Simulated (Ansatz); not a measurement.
**CaS: Ca vacancy**

Computed with DFT PBE, scalar-relativistic, plane waves, PAW (Ansatz 0.2.0). Run with 420 eV cutoff, 2×2×2 k-mesh, shifted by half a step, Gaussian smearing of 0.01 eV, collinear spin.

Host crystal, relaxed:

```yaml
crystal:
  lattice:
    - [0.00000, 2.85590, 2.85590]
    - [2.85590, 0.00000, 2.85590]
    - [2.85590, 2.85590, 0.00000]
  atoms:
    - { symbol: Ca, position: [0.00000, 0.00000, 0.00000] }
    - { symbol: S, position: [0.50000, 0.50000, 0.50000] }
```

Supercell of 32 atoms, rows in host cell vectors: 3 -1 -1; -1 3 -1; -1 -1 3. Atoms relax at the host's cell, keeping the symmetry that the supercell leaves at the site. The cell is small, so energies carry finite-size errors of tenths of an eV. The host's Kohn–Sham gap is 2.38 eV. Atoms are taken from and returned to the elements' standard states. Charged cells are corrected for image charges with the computed static dielectric tensor (mean 12.2) and aligned with the host's potential at far atoms (alignment terms reach 0.69 eV; the program doubts the alignment in some charges, where it is up to 0.69 eV). No band-filling term is added, and the Fermi level counts from the host's valence band top.

Starting moments were lost in some runs.

Defect: Ca vacancy set at (0.000, 0.000, 0.000) of the host cell. Before relaxation its nearest neighbours are 6 S at 2.86 Å.

```json
{"charge": "0", "E_f at the valence band top (eV)": "7.26", "over the neutral state (eV)": "0.00", "moment (μB)": "2.00", "largest move (Å)": "0.09", "atoms near the site": "6 S at 2.95 Å"}
{"charge": "-1", "E_f at the valence band top (eV)": "7.30", "over the neutral state (eV)": "0.04", "moment (μB)": "1.00", "largest move (Å)": "0.09", "atoms near the site": "6 S at 2.95 Å"}
{"charge": "-2", "E_f at the valence band top (eV)": "7.60", "over the neutral state (eV)": "0.34", "moment (μB)": "0.00", "largest move (Å)": "0.10", "atoms near the site": "6 S at 2.96 Å"}
```

Among the charges computed the stable one is 0 at the valence band top, changing to -1 at 0.04 eV, changing to -2 at 0.30 eV. In charge -1 the cell has partly filled bands: a level of the defect may be part filled, the carrier may sit in the host's bands, or levels may cross between the k points, so transitions that involve it are doubtful. Without the alignment that the program doubts, the level (0/-1) would lie at -0.39 eV, outside the gap, so these runs don't decide whether the defect changes charge there.